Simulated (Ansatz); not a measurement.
# TePb (Pm-3m) in Ansatz: notebook, part 2 of 2

Ansatz 0.2.0. Earlier steps stand in the parts before.

## (3) Relaxation of cell and atoms, PBEsol

input.yaml reads:

```yaml
crystal:
  lattice:
    - [4.002287, 0.0, 0.0]
    - [0.0, 4.002287, 0.0]
    - [0.0, 0.0, 4.002287]
  atoms:
    - { symbol: Pb, position: [0.0, 0.0, 0.0] }
    - { symbol: Te, position: [0.5, 0.5, 0.5] }
hamiltonian:
  xc: pbesol
  pseudopotentials: { kind: paw }
kpoints:
  mp_grid: { grid: [7, 7, 7] }
scf:
  occupations: { method: fermi_dirac, width: 0.05 }
output:
  forces: true
  stress: true
relax:
  f_tol: 0.01
  max_steps: 40
  cell: { stress_tol: 0.05 }
```

Potentials or basis: Ansatz PAW.

The run is started by

```
ansatz run input.yaml --threads 2 --pin off --max-ram 5632MiB --backend cpu --events-out ev --progress --plain --runs-dir out
```

What it wrote:

```text
Warning: RAYON_NUM_THREADS=2 ignored (pool sized by the plan → 2); use --threads N
Engine: ansatz 0.2.0, x86_64-unknown-linux-gnu
Pseudopotentials: kind: paw
Pseudopotential: Pb, paw, valence charge 14, recommended cutoff 420 eV (normal), Pb.paw.azcp
Pseudopotential: Te, paw, valence charge 16, recommended cutoff 420 eV (normal), Te.paw.azcp
Functional definition: PBEsol
  exchange = pbesol_x
  correlation = pbesol_c
Crystal: 2 atoms, lattice volume = 64.110 Å³
Basis set: ecut = 420 eV, 1237 PW (Γ), exchange–correlation on 54×54×54 points (8 copies of the dense FFT grid, shifted against one another)
Bands: 19, of which v1, the nominal top of the filled ones, is band 15 counted from 1 (14 counted from 0)
Symmetry: 48 space group operations
Space group: Pm-3m (ITA 221), of the structure as read, at distance tolerance 4.0e-5 Å
k-points: 20 of 343
Non-local potential: Pb, projectors of the file, l = 0: 2, l = 1: 2, l = 2: 2, l = 3: 2
Non-local potential: Te, projectors of the file, l = 0: 2, l = 1: 2, l = 2: 2, l = 3: 2
PAW form: soft (Blöchl's): semilocal exchange-correlation on the pseudo side does not see the compensation charge
PAW frozen core: Pb, regenerated for the run's functional, and the local potential with it (the file was generated under x = pbe(κ = 0.804, μ = 0.2195149727645171), c = pbe(β = 0.06672455060314922))
PAW frozen core: Te, regenerated for the run's functional, and the local potential with it (the file was generated under x = pbe(κ = 0.804, μ = 0.2195149727645171), c = pbe(β = 0.06672455060314922))
PAW one-centre angular grid: Pb, 590 points (default); XC on 64 Gauss nodes
PAW one-centre angular grid: Te, 590 points (default); XC on 64 Gauss nodes
Initial density: superposition of atomic densities (neutral atoms: chi_scale 0, normalization atom), corrected by the library's trained network
Initial wavefunctions: pseudopotential atomic-orbital guess
Functional: x = pbesol(κ = 0.804, μ = 0.12345679012345678), c = pbesol(β = 0.046)
SCF iter   1: F=—  HF=-18656.764405 eV  |F-HF|=—  |Δ(HF+E_count)|=         —  Δρ=3.03e-3  dr2=1.26e-2  ethr=1.77e-3  ⟨swp⟩=6.5  Hψ=1955  notcnv=0
preconditioner: auto → Kerker (q_TF=auto, 2.404 Å⁻¹)  [metal: Δε(μ)=0.058 eV  Ē_g=14.602 eV  σ=0.050 eV  W_gap=0.28  n_scr=18 (ndim 8)  ℏωp=20.7 eV  f_vac=0.000  D(μ)=1.93/eV (n_scr^D=18)]
SCF iter   2: F=—  HF=-18656.760407 eV  |F-HF|=—  |Δ(HF+E_count)|=   4.00e-3  Δρ=1.55e-3  dr2=2.70e-3  ethr=4.19e-5  ⟨swp⟩=2.1  Hψ=636  notcnv=0
SCF iter   3: F=—  HF=-18656.759908 eV  |F-HF|=—  |Δ(HF+E_count)|=   4.99e-4  Δρ=2.98e-4  dr2=4.57e-5  ethr=8.99e-6  ⟨swp⟩=2.4  Hψ=574  notcnv=0
SCF iter   4: F=—  HF=-18656.759932 eV  |F-HF|=—  |Δ(HF+E_count)|=   2.44e-5  Δρ=1.29e-4  dr2=1.14e-5  ethr=1.52e-7  ⟨swp⟩=2.6  Hψ=682  notcnv=0
SCF iter   5: F=—  HF=-18656.759936 eV  |F-HF|=—  |Δ(HF+E_count)|=   3.64e-6  Δρ=2.83e-5  dr2=5.00e-7  ethr=3.80e-8  ⟨swp⟩=1.9  Hψ=427  notcnv=0
SCF iter   6: F=-18656.759936 eV  HF=-18656.759936 eV  |F-HF|=1.06e-8  |Δ(HF+E_count)|=   2.99e-7  Δρ=6.49e-6  dr2=1.86e-8  ethr=3.33e-10  ⟨swp⟩=5.0  Hψ=1357  notcnv=0
SCF 1 converged in 6 iterations: F = -18656.759936 eV  dr2 = 1.86e-8
relax step   1: F+E_penalty+E_count = -18656.75993602 eV  Δ(F+E_penalty+E_count) = +0.000e0 eV  max|allowed force component| = 1.801e-29 eV/Å  Δτ_max = 0.0000 Å  P = -2.675 GPa  Ω = 64.110 Å³  (6 SCF iters, dr2 threshold 1.00e-7 eV, accepted)
Crystal: 2 atoms, lattice volume = 59.957 Å³
Basis set: ecut = 420 eV, 1189 PW (Γ), exchange–correlation on 54×54×54 points (8 copies of the dense FFT grid, shifted against one another)
Initial density: handed on by an earlier stage of this run
Initial wavefunctions: those handed on with the density
iter 1 solved again at ethr=1.20e-5 eV; its pass at ethr=3.10e-3 eV (dr2=3.61e-3 eV) is discarded
SCF iter   1: F=—  HF=-18656.797596 eV  |F-HF|=—  |Δ(HF+E_count)|=         —  Δρ=1.60e-3  dr2=3.61e-3  ethr=1.20e-5  ⟨swp⟩=2.0  Hψ=2616  notcnv=0
preconditioner: auto → Kerker (q_TF=auto, 2.431 Å⁻¹)  [metal: Δε(μ)=0.110 eV  Ē_g=14.818 eV  σ=0.050 eV  W_gap=0.50  n_scr=18 (ndim 8)  ℏωp=21.4 eV  f_vac=0.000  D(μ)=2.01/eV (n_scr^D=18)]
SCF iter   2: F=—  HF=-18656.797019 eV  |F-HF|=—  |Δ(HF+E_count)|=   5.77e-4  Δρ=8.09e-4  dr2=9.23e-4  ethr=1.20e-5  ⟨swp⟩=1.1  Hψ=381  notcnv=0
SCF iter   3: F=—  HF=-18656.796846 eV  |F-HF|=—  |Δ(HF+E_count)|=   1.73e-4  Δρ=1.81e-4  dr2=2.34e-5  ethr=3.08e-6  ⟨swp⟩=2.0  Hψ=436  notcnv=0
SCF iter   4: F=—  HF=-18656.796865 eV  |F-HF|=—  |Δ(HF+E_count)|=   1.95e-5  Δρ=4.75e-5  dr2=2.08e-6  ethr=7.81e-8  ⟨swp⟩=2.1  Hψ=470  notcnv=0
SCF iter   5: F=-18656.796865 eV  HF=-18656.796865 eV  |F-HF|=8.22e-9  |Δ(HF+E_count)|=   3.69e-8  Δρ=1.18e-5  dr2=4.24e-8  ethr=6.67e-10  ⟨swp⟩=5.2  Hψ=1542  notcnv=0
SCF 2 converged in 5 iterations: F = -18656.796865 eV  dr2 = 4.24e-8
relax step   2: F+E_penalty+E_count = -18656.79686523 eV  Δ(F+E_penalty+E_count) = -3.693e-2 eV  max|allowed force component| = 6.311e-30 eV/Å  Δτ_max = 0.0000 Å  P = +0.027 GPa  Ω = 59.957 Å³  energy of the carried Pulay correction = +6.346e-4 eV  (5 SCF iters, dr2 threshold 2.00e-7 eV, accepted)
Initial wavefunctions: pseudopotential atomic-orbital guess (no wavefunctions were taken with the density)
iter 1 solved again at ethr=1.43e-7 eV; its pass at ethr=3.10e-3 eV (dr2=4.29e-5 eV) is discarded
SCF iter   1: F=—  HF=-18656.796250 eV  |F-HF|=—  |Δ(HF+E_count)|=         —  Δρ=7.79e-5  dr2=5.87e-7  ethr=1.43e-7  ⟨swp⟩=3.8  Hψ=3035  notcnv=0
preconditioner: auto → Kerker (q_TF=auto, 2.431 Å⁻¹)  [metal: Δε(μ)=0.082 eV  Ē_g=14.813 eV  σ=0.050 eV  W_gap=0.39  n_scr=18 (ndim 8)  ℏωp=21.4 eV  f_vac=0.000  D(μ)=2.05/eV (n_scr^D=18)]
SCF iter   2: F=—  HF=-18656.796262 eV  |F-HF|=—  |Δ(HF+E_count)|=   1.25e-5  Δρ=4.03e-5  dr2=1.56e-7  ethr=1.96e-9  ⟨swp⟩=2.0  Hψ=670  notcnv=0
SCF iter   3: F=—  HF=-18656.796262 eV  |F-HF|=—  |Δ(HF+E_count)|=   1.24e-7  Δρ=6.47e-6  dr2=7.94e-9  ethr=5.22e-10  ⟨swp⟩=2.9  Hψ=745  notcnv=0
SCF iter   4: F=—  HF=-18656.796262 eV  |F-HF|=—  |Δ(HF+E_count)|=   2.12e-9  Δρ=8.87e-7  dr2=3.91e-10  ethr=2.65e-11  ⟨swp⟩=2.3  Hψ=495  notcnv=0
SCF iter   5: F=-18656.796262 eV  HF=-18656.796262 eV  |F-HF|=3.64e-12  |Δ(HF+E_count)|=  1.06e-10  Δρ=1.75e-7  dr2=1.07e-11  ethr=1.00e-12  ⟨swp⟩=4.9  Hψ=2087  notcnv=0
SCF 3 converged in 5 iterations: F = -18656.796262 eV  dr2 = 1.07e-11
relax step   3: F+E_penalty+E_count = -18656.79626221 eV  Δ(F+E_penalty+E_count) = +6.030e-4 eV  max|allowed force component| = 2.261e-29 eV/Å  Δτ_max = 0.0000 Å  P = +0.023 GPa  Ω = 59.957 Å³  stress off target by 2.30e-2 GPa  SCF on the basis re-selected at this cell (its energy is not comparable with the rows above)  (5 SCF iters)
basis re-selected at this cell: Δ(F+E_penalty+E_count) = +6.030e-4 eV, ΔP = -0.004 GPa vs the last step (what re-selecting the basis moved, of the pressure what is left beyond the Pulay correction that the steps carried, after the strain that the cell walked since its last selection, with what the two solves' SCF thresholds leave and, on support functions, any second-order correction that the steps lacked; it is no measure of the basis error at this ecutwfc). This SCF's stress stands 2.30e-2 GPa from its target on what of the cell is left free (relax.cell.stress_tol is 5.00e-2 GPa) and its largest allowed force component is 2.26e-29 eV/Å (relax.f_tol is 1.00e-2 eV/Å): within both
SCF converged after 5 iterations
Free energy (F): -18656.796262 eV
Harris-Foulkes:  -18656.796262 eV  (|F-HF|=3.64e-12)
Internal energy: -18656.779884 eV  (E = F + TS)
E sigma→0 (E₀):  -18656.788073 eV
Entropy (-TS):   -0.016378 eV (-8.189 meV/atom)
Fermi energy:    10.407861 eV
--- Per-component energies (eV) ---
  E_band       = -271.047879
  E_kinetic    = 469.021224
  E_local      = -2103.300227  (includes V_loc(G=0)·N_el)
  E_nonlocal   = 44.069168
  E_hartree    = 1134.879295
  E_xc         = -343.100829
  E_vxc        = -237.712833  (∫ρ·V_xc dr)
  E_paw        = -14838.766528  (= ΣΔE_a)
  E_vpaw       = -712.883721  (= ΣTr[D̂ρ^β])
  E_aug_tail   = -0.000120  (compensation charges beyond the density's cutoff)
  E_ewald      = -3020.018799
  E_core_change = 0.436932  (= ΣΔE_core)
  E_smearing   = -0.016378  (= −TS)
  E_closure    = 0.000000  (closes the sum)
  Σ components = -18656.796262   (vs F -18656.796262, Δ=0.00e0)
--- Forces (eV/Å), atoms counted from 1 ---
  atom   1  Pb     0.00000000     0.00000000     0.00000000
  atom   2  Te     0.00000000     0.00000000    -0.00000000
  max |Σ_I F_I| component: 5.57e-29 eV/Å
--- Stress (GPa, compression-positive) ---
        0.023025      -0.000000       0.000000
       -0.000000       0.023025       0.000000
        0.000000       0.000000       0.023025
  P = ⅓ Tr σ = 0.0230 GPa (0.230 kbar)
--- Relaxed structure (2 steps of the walk, 2 accepted, 1 SCFs on fresh bases) ---
  F+E_penalty+E_count = -18656.79626221 eV   max|allowed force component| = 2.261e-29 eV/Å   (the final SCF, on the basis selected at the relaxed cell)
  cell:  # Å, volume = 59.9568 Å³
    - [3.913927479960888, 1.0271626370065257e-33, -3.851859888774472e-34]
    - [1.0271626370065257e-33, 3.913927479960888, -1.2839532962581572e-34]
    - [-5.135813185032629e-34, 0.0, 3.913927479960888]
  atoms:
    - { symbol: Pb, position: [-1.6842257452689741e-34, 6.817104207041085e-35, 0.0] }
    - { symbol: Te, position: [0.5000000000000001, 0.5000000000000001, 0.5000000000000001] }
```

Wall time 3.3 s (2 threads of Intel Xeon at 2.70GHz, shared host); peak memory 0.37 GiB.

Results:

| Property | Result |
| --- | --- |
| Free energy | -18656.7963 eV |
| Relaxed volume | 29.98 Å³/atom |
| Relaxed cell | a = 3.914 Å, b = 3.914 Å, c = 3.914 Å, α = 90.00°, β = 90.00°, γ = 90.00° |
| Space group after relaxing (to 0.05 Å) | Pm-3m (No. 221) |
| Energy gained by relaxing | 18.2 meV/atom |
| Ionic steps | 3 |
| Pressure after relaxing | 0.0 GPa |

The path:
```tsv
step	energy change (eV)	largest force (eV/Å)	volume (Å³)
1	0.0000	0.0000	64.11
2	-0.0369	0.0000	59.96
3	-0.0363	0.0000	59.96
```

Final structure:
```yaml
crystal:
  lattice:
    - [3.91393, 0.00000, 0.00000]
    - [0.00000, 3.91393, 0.00000]
    - [0.00000, 0.00000, 3.91393]
  atoms:
    - { symbol: Pb, position: [0.00000, 0.00000, 0.00000] }
    - { symbol: Te, position: [0.50000, 0.50000, 0.50000] }
```

Caveat: the plane-wave basis is chosen anew once the cell has moved, so the energies of steps on either side of that aren't comparable; the PAW data sets come from PBE, with cores solved anew for the run's functional, which leaves a small shift of forces and pressure.

## (4) Single point, RPBE

input.yaml reads:

```yaml
crystal:
  lattice:
    - [4.002287, 0.0, 0.0]
    - [0.0, 4.002287, 0.0]
    - [0.0, 0.0, 4.002287]
  atoms:
    - { symbol: Pb, position: [0.0, 0.0, 0.0] }
    - { symbol: Te, position: [0.5, 0.5, 0.5] }
hamiltonian:
  xc: rpbe
  pseudopotentials: { kind: paw }
kpoints:
  mp_grid: { grid: [7, 7, 7] }
scf:
  occupations: { method: gaussian, width: 0.05 }
output:
  forces: true
  stress: true
  eigenvalues: true
```

Potentials or basis: Ansatz PAW.

The run is started by

```
ansatz run input.yaml --threads 2 --pin off --max-ram 5632MiB --backend cpu --events-out ev --progress --plain --runs-dir out
```

What it wrote:

```text
Warning: RAYON_NUM_THREADS=2 ignored (pool sized by the plan → 2); use --threads N
[... 4 set-up lines as earlier in the session ...]
Functional definition: RPBE
  parameter kappa = 0.804
  parameter beta = 0.06672455060314922
  exchange = rpbe_x(kappa = kappa, mu = beta*pi^2/3)
  correlation = pbe_c(beta = beta)
Crystal: 2 atoms, lattice volume = 64.110 Å³
Basis set: ecut = 420 eV, 1237 PW (Γ), exchange–correlation on 54×54×54 points (8 copies of the dense FFT grid, shifted against one another)
Bands: 19, of which v1, the nominal top of the filled ones, is band 15 counted from 1 (14 counted from 0)
[... 2 set-up lines as earlier in the session ...]
k-points: 20 of 343
[... 7 set-up lines as earlier in the session ...]
[... 16 lines left out ...]
E sigma→0 (E₀):  -18910.832032 eV
Entropy (-TS):   -0.003274 eV (-1.637 meV/atom)
Fermi energy:    9.763473 eV
--- Per-component energies (eV) ---
  E_band       = -292.147443
  E_kinetic    = 466.618124
  E_local      = -2203.417719  (includes V_loc(G=0)·N_el)
  E_nonlocal   = 38.376715
  E_hartree    = 1176.400900
  E_xc         = -345.536253
  E_vxc        = -235.918657  (∫ρ·V_xc dr)
  E_paw        = -15089.966063  (= ΣΔE_a)
  E_vpaw       = -710.608894  (= ΣTr[D̂ρ^β])
  E_aug_tail   = -0.000122  (compensation charges beyond the density's cutoff)
  E_ewald      = -2953.345067
  E_core_change = 0.039091  (= ΣΔE_core)
  E_smearing   = -0.003274  (= −TS)
  E_closure    = -0.000000  (closes the sum)
  Σ components = -18910.833669   (vs F -18910.833669, Δ=0.00e0)
--- Forces (eV/Å), atoms counted from 1 ---
  atom   1  Pb    -0.00000000    -0.00000000     0.00000000
  atom   2  Te     0.00000000    -0.00000000     0.00000000
  max |Σ_I F_I| component: 5.58e-29 eV/Å
--- Stress (GPa, compression-positive) ---
        1.635835       0.000000       0.000000
        0.000000       1.635835       0.000000
        0.000000       0.000000       1.635835
  P = ⅓ Tr σ = 1.6358 GPa (16.358 kbar)
--- Band table (eV; the first three rows and the last of 20) ---
  k-point 0: bands = ["-26.5464", "-26.5464", "-26.5442", "-26.5442", "-26.5442", "-7.5194", "-7.5194", "-7.4355", "-7.4355", "-7.4355", "-2.3887", "3.0022", "8.1862", "8.1862", "8.1862", "13.7761", "13.7761", "15.0152", "15.0152"]
  k-point 1: bands = ["-26.5464", "-26.5457", "-26.5444", "-26.5444", "-26.5442", "-7.5187", "-7.5066", "-7.4402", "-7.4402", "-7.4352", "-2.2264", "2.6669", "8.0581", "8.3671", "8.3671", "13.6645", "13.9237", "14.4998", "14.4998"]
  k-point 2: bands = ["-26.5463", "-26.5448", "-26.5448", "-26.5442", "-26.5440", "-7.5173", "-7.4780", "-7.4507", "-7.4507", "-7.4344", "-1.7657", "1.8012", "8.1559", "8.8686", "8.8686", "11.8885", "13.3335", "13.3335", "14.3545"]
  k-point 19: bands = ["-26.5459", "-26.5459", "-26.5459", "-26.5407", "-26.5407", "-7.4864", "-7.4847", "-7.4847", "-7.4149", "-7.4149", "0.0037", "2.4425", "6.8332", "7.1175", "7.1175", "9.1548", "9.1548", "9.9211", "21.6307"]
```

Run time: 1 s. Hardware: 2 threads of Intel Xeon at 2.70GHz, shared host; peak memory 0.35 GiB.

What came out:

```
Free energy            : -18910.8337 eV
Pressure               : 1.6 GPa
Band gap on the k mesh : none (metal or under the smearing width)
```

Caveat: the PAW data sets come from PBE, with cores solved anew for the run's functional, which leaves a small shift of forces and pressure. The run has no spin-orbit coupling, so splittings on Pb, Te are missing.

## (5) The runs side by side

| task | level | cell | smearing | pressure (GPa) | relaxed volume (Å³/atom) |
| --- | --- | --- | --- | --- | --- |
| relaxation of cell and atoms | LDA | relaxed | fermi-dirac 0.05 eV | 0.0 | 29.13 |
| relaxation of cell and atoms | PBEsol | relaxed | fermi-dirac 0.05 eV | 0.0 | 29.98 |
| single point | RPBE | as given | gaussian 0.05 eV | 1.6 | - |

Alike in all rows: potentials or basis Ansatz PAW; no spin polarisation; k mesh 7 × 7 × 7; cutoff (eV) 420.

Caveats: the PAW data sets come from PBE, with cores solved anew for the run's functional, which leaves a small shift of forces and pressure; the plane-wave basis is chosen anew once the cell has moved, so the energies of steps on either side of that aren't comparable (some runs).

Absolute energies hang on the potentials; compare differences alone.
